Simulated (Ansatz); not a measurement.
Input, command and steps of an Ansatz relaxation.

```yaml
crystal:
  lattice:
    - [-2.7190670827, 2.7190670827, 3.8714081154]
    - [2.7190670827, -2.7190670827, 3.8714081154]
    - [2.7190670827, 2.7190670827, -3.8714081154]
  atoms:
    - { symbol: Sr, position: [0.75, 0.25, 0.5] }
    - { symbol: Sr, position: [0.25, 0.75, 0.5] }
    - { symbol: Ti, position: [0.0, 0.0, 0.0] }
    - { symbol: Ti, position: [0.5, 0.5, 0.0] }
    - { symbol: O, position: [0.25, 0.25, 0.0] }
    - { symbol: O, position: [0.75, 0.75, 0.0] }
    - { symbol: O, position: [0.72446814, 0.22446814, 0.94893628] }
    - { symbol: O, position: [0.22446814, 0.27553186, 0.5] }
    - { symbol: O, position: [0.27553186, 0.77553186, 0.05106372] }
    - { symbol: O, position: [0.77553186, 0.72446814, 0.5] }
basis:
  ecutwfc: 420
kpoints:
  mp_grid: { grid: [8, 8, 8] }
hamiltonian:
  xc: pbe
scf:
  occupations: { method: gaussian, width: 0.02 }
output:
  forces: true
  stress: true
  eigenvalues: true
relax:
  adjacent_minimum: "off"
  f_tol: 0.01
  max_steps: 30
  cell: { stress_tol: 0.1, fix: [volume] }
```

```bash
ansatz run input.yaml --threads 2 --pin off --max-ram 5120MiB --backend cpu --events-out ev --progress --plain --runs-dir out
```

All numbers below come from DFT PBE, scalar-relativistic, plane waves, PAW in Ansatz.

The volume is held at 0.94 times that of the relaxed cell.

Of 5 frames 4 are shown, positions in Å and forces in eV/Å; the SCF threshold varies from step to step. Steps run on the plane waves of an earlier cell, with a Pulay correction in the pressure. The basis is chosen afresh for the last frame, the zero of the energies, and at times for earlier ones too; energy and pressure step there, also at an unchanged geometry.

```xyz
10
Lattice="-2.7191 2.7191 3.8714 2.7191 -2.7191 3.8714 2.7191 2.7191 -3.8714" Properties=species:S:1:pos:R:3:forces:R:3 pbc="T T T" step=1 free_energy_over_end_meV_per_atom=0.16 pressure_GPa=11.94
Sr    0.0000    2.7191    1.9357    0.0000    0.0000    0.0000
Sr    2.7191    0.0000    1.9357    0.0000    0.0000    0.0000
Ti    0.0000    0.0000    0.0000    0.0000    0.0000    0.0000
Ti    0.0000    0.0000    3.8714    0.0000    0.0000    0.0000
O     0.0000    0.0000    1.9357    0.0000    0.0000    0.0000
O     0.0000    0.0000    5.8071    0.0000    0.0000    0.0000
O     1.2207    3.9398    0.0000   -0.0175   -0.0175    0.0000
O     1.4984    1.2207    0.0000    0.0175   -0.0175    0.0000
O     1.4984   -1.2207    3.8714    0.0175    0.0175    0.0000
O     1.2207    1.4984    3.8714   -0.0175    0.0175    0.0000
10
Lattice="-2.7186 2.7186 3.8726 2.7186 -2.7186 3.8726 2.7186 2.7186 -3.8726" Properties=species:S:1:pos:R:3:forces:R:3 pbc="T T T" step=2 free_energy_over_end_meV_per_atom=0.11 pressure_GPa=11.92
Sr    0.0000    2.7186    1.9363    0.0000    0.0000    0.0000
Sr    2.7186    0.0000    1.9363    0.0000    0.0000    0.0000
Ti    0.0000    0.0000    0.0000    0.0000    0.0000    0.0000
Ti    0.0000    0.0000    3.8726    0.0000    0.0000    0.0000
O     0.0000    0.0000    1.9363    0.0000    0.0000    0.0000
O     0.0000    0.0000    5.8090    0.0000    0.0000    0.0000
O     1.2175    3.9361    0.0000   -0.0155   -0.0155    0.0000
O     1.5012    1.2175    0.0000    0.0155   -0.0155    0.0000
O     1.5012   -1.2175    3.8726    0.0155    0.0155    0.0000
O     1.2175    1.5012    3.8726   -0.0155    0.0155    0.0000
10
Lattice="-2.7175 2.7175 3.8758 2.7175 -2.7175 3.8758 2.7175 2.7175 -3.8758" Properties=species:S:1:pos:R:3:forces:R:3 pbc="T T T" step=3 free_energy_over_end_meV_per_atom=0.03 pressure_GPa=11.76
Sr    0.0000    2.7175    1.9379    0.0000    0.0000    0.0000
Sr    2.7175    0.0000    1.9379    0.0000    0.0000    0.0000
Ti    0.0000    0.0000    0.0000    0.0000    0.0000    0.0000
Ti    0.0000    0.0000    3.8758    0.0000    0.0000    0.0000
O     0.0000    0.0000    1.9379    0.0000    0.0000    0.0000
O     0.0000    0.0000    5.8137    0.0000    0.0000    0.0000
O     1.1946    3.9122    0.0000    0.0100    0.0100    0.0000
O     1.5229    1.1946    0.0000   -0.0100    0.0100    0.0000
O     1.5229   -1.1946    3.8758   -0.0100   -0.0100    0.0000
O     1.1946    1.5229    3.8758    0.0100   -0.0100    0.0000
10
Lattice="-2.7166 2.7166 3.8785 2.7166 -2.7166 3.8785 2.7166 2.7166 -3.8785" Properties=species:S:1:pos:R:3:forces:R:3 pbc="T T T" step=5 free_energy_over_end_meV_per_atom=0.00 pressure_GPa=11.79
Sr    0.0000    2.7166    1.9392    0.0000    0.0000    0.0000
Sr    2.7166    0.0000    1.9392    0.0000    0.0000    0.0000
Ti    0.0000    0.0000    0.0000    0.0000    0.0000    0.0000
Ti    0.0000    0.0000    3.8785    0.0000    0.0000    0.0000
O     0.0000    0.0000    1.9392    0.0000    0.0000    0.0000
O     0.0000    0.0000    5.8177    0.0000    0.0000    0.0000
O     1.1995    3.9161    0.0000    0.0003    0.0003    0.0000
O     1.5171    1.1995    0.0000   -0.0003    0.0003    0.0000
O     1.5171   -1.1995    3.8785   -0.0003   -0.0003    0.0000
O     1.1995    1.5171    3.8785    0.0003   -0.0003    0.0000
```

The run took 45 s on 2 threads of Arm Neoverse V2, with other jobs on the host, peak memory 0.58 GiB.